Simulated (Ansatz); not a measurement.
The system is Cl.

```
Cl
1.0
     3.14500   -2.25000    0.00000
     3.14500    2.25000    0.00000
     0.00000    0.00000    8.21000
Cl
4
Direct
  0.37000 0.63000 0.40000
  0.13000 0.87000 0.90000
  0.63000 0.37000 0.60000
  0.87000 0.13000 0.10000
```

- Program: Ansatz 0.2.0
- Task: relaxation of cell and atoms
- Functional: RPBE
- Dispersion: D3(BJ)
- Potentials or basis: Ansatz PAW
- Cutoff: 420 eV (not typed: the program's choice for these potentials)
- k mesh: 7 × 7 × 4
- Occupations: fermi-dirac, width 0.05 eV
- Spin: no spin polarisation

At the start: volume 29.05 Å³/atom.

Question: Where does the relaxation end?

Answer: It ends after 12 steps and the volume is 25.50 Å³/atom (-12.2 %); space group Cmce (No. 64, to 0.05 Å).

Step by step:
| step | energy change (eV) | largest force (eV/Å) | volume (Å³) |
| --- | --- | --- | --- |
| 1 | 0.0000 | 0.1219 | 116.19 |
| 2 | -0.0466 | 0.1508 | 110.39 |
| 3 | -0.0682 | 0.0424 | 106.28 |
| 4 | -0.0808 | 0.0179 | 103.34 |
| 5 | -0.0879 | 0.0264 | 101.78 |
| 6 | -0.0907 | 0.0217 | 101.79 |
| 7 | -0.0930 | 0.0275 | 101.28 |
| 8 | -0.0932 | 0.0033 | 101.77 |
| 9 | -0.0932 | 0.0027 | 101.73 |
| 10 | -0.0933 | 0.0025 | 101.85 |
| 11 | -0.0933 | 0.0043 | 102.02 |
| 12 | -0.0932 | 0.0044 | 102.02 |

Final structure:
```xyz
4
Lattice="3.2799 -1.9540 0.0000 3.2799 1.9540 0.0000 0.0000 0.0000 7.9589" Properties=species:S:1:pos:R:3 pbc="T T T"
Cl    3.2799    0.5083    3.0931
Cl    3.2799    1.4457    7.0725
Cl    3.2799   -0.5083    4.8658
Cl    3.2799   -1.4457    0.8864
```

Caveat: the plane-wave basis is chosen anew once the cell has moved, so the energies of steps on either side of that aren't comparable; the volume moved by -12 % from the deposited cell, more than functionals usually miss; the PAW data sets come from PBE, with cores solved anew for the run's functional, which leaves a small shift of forces and pressure.
